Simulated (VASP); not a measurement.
# GaAs: band structure with LDA

**Measured values to compare with.**

“Evidence of valence band perturbations in GaAsN/GaAs(001): A combined variable-angle spectroscopic ellipsometry and modulated photoreflectance investigation”, 2008, arxiv:0805.2212 reports, for a bulk crystal of GaAs at 300 K: band gap 1.418 ± 0.005 eV (direct).

Crystal: GaAs.

```
CELL_PARAMETERS angstrom
0.00000 2.83140 2.83140
2.83140 0.00000 2.83140
2.83140 2.83140 0.00000
ATOMIC_POSITIONS crystal
Ga 0.00000 0.00000 0.00000
As 0.25000 0.25000 0.25000
```

| Property | Result |
| --- | --- |
| Program | VASP 6.6.1 |
| Task | band structure |
| Functional | LDA |
| Potentials or basis | VASP PAW LDA potentials, release 64 (Ga_d, As) |
| Cutoff | 520 eV |
| k mesh | 10 × 10 × 10 |
| Occupations | gaussian, width 0.03 eV |
| Spin | no spin polarisation |
| Further INCAR settings | ALGO = Normal; EDIFF = 1e-06 |

```yaml
Pressure: -1.9 GPa
Band_gap_on_the_k_mesh: 0.30 eV, direct
Band_gap_along_the_path: 0.30 eV, direct
```

Levels at the corners of the path, in eV from the valence-band top:
| point | band 5 | band 6 | band 7 | band 8 | band 9 | band 10 | band 11 | band 12 | band 13 |
| --- | --- | --- | --- | --- | --- | --- | --- | --- | --- |
| Γ | -14.84 | -12.73 | 0.00 | 0.00 | 0.00 | 0.30 | 3.67 | 3.67 | 3.67 |
| X | -14.83 | -10.25 | -6.85 | -2.67 | -2.67 | 1.35 | 1.55 | 10.00 | 10.00 |
| X | -14.83 | -10.25 | -6.85 | -2.67 | -2.67 | 1.35 | 1.55 | 10.00 | 10.00 |
| W | -14.84 | -10.19 | -6.67 | -3.54 | -3.35 | 4.52 | 4.63 | 5.28 | 5.93 |
| W | -14.84 | -10.19 | -6.67 | -3.54 | -3.35 | 4.52 | 4.63 | 5.28 | 5.93 |
| K | -14.84 | -10.28 | -6.67 | -3.87 | -2.25 | 1.85 | 4.53 | 7.79 | 7.96 |
| K | -14.84 | -10.28 | -6.67 | -3.87 | -2.25 | 1.85 | 4.53 | 7.79 | 7.96 |
| Γ | -14.84 | -12.73 | 0.00 | 0.00 | 0.00 | 0.30 | 3.67 | 3.67 | 3.67 |
| Γ | -14.84 | -12.73 | 0.00 | 0.00 | 0.00 | 0.30 | 3.67 | 3.67 | 3.67 |
| L | -14.84 | -10.98 | -6.67 | -1.14 | -1.14 | 0.85 | 4.58 | 4.58 | 7.56 |
| L | -14.84 | -10.98 | -6.67 | -1.14 | -1.14 | 0.85 | 4.58 | 4.58 | 7.56 |
| U | -14.84 | -10.28 | -6.67 | -3.87 | -2.25 | 1.85 | 4.53 | 7.79 | 7.96 |
| U | -14.84 | -10.28 | -6.67 | -3.87 | -2.25 | 1.85 | 4.53 | 7.79 | 7.96 |
| W | -14.84 | -10.19 | -6.67 | -3.54 | -3.35 | 4.52 | 4.63 | 5.28 | 5.93 |
| W | -14.84 | -10.19 | -6.67 | -3.54 | -3.35 | 4.52 | 4.63 | 5.28 | 5.93 |
| L | -14.84 | -10.98 | -6.67 | -1.14 | -1.14 | 0.85 | 4.58 | 4.58 | 7.56 |
| L | -14.84 | -10.98 | -6.67 | -1.14 | -1.14 | 0.85 | 4.58 | 4.58 | 7.56 |
| K | -14.84 | -10.28 | -6.67 | -3.87 | -2.25 | 1.85 | 4.53 | 7.79 | 7.96 |
| U | -14.84 | -10.28 | -6.67 | -3.87 | -2.25 | 1.85 | 4.53 | 7.79 | 7.96 |
| X | -14.83 | -10.25 | -6.85 | -2.67 | -2.67 | 1.35 | 1.55 | 10.00 | 10.01 |

Wall time 13 s on 4 MPI ranks on Intel(R) Xeon(R) 6975P-C (Granite Rapids), with other jobs on the host, peak memory 0.18 GiB a rank.

A measured gap of GaAs is 1.418 eV (direct; 300 K; “Evidence of valence band perturbations in GaAsN/GaAs(001): A combined variable-angle spectroscopic ellipsometry and modulated photoreflectance investigation”, 2008, arxiv:0805.2212); the calculated 0.30 eV misses it by -1.12 eV. So large a miss can be the level of theory's own, or it may mean another phase, state or a wrong row. 3 values of this kind are on record (1.412 to 1.51 eV); this one was drawn at random among those near their median, those with a stated uncertainty first. Spin-orbit coupling on As, Ga is left out. The value is that of LDA, without temperature or zero-point motion. Semilocal functionals fall short of measured gaps as a rule.
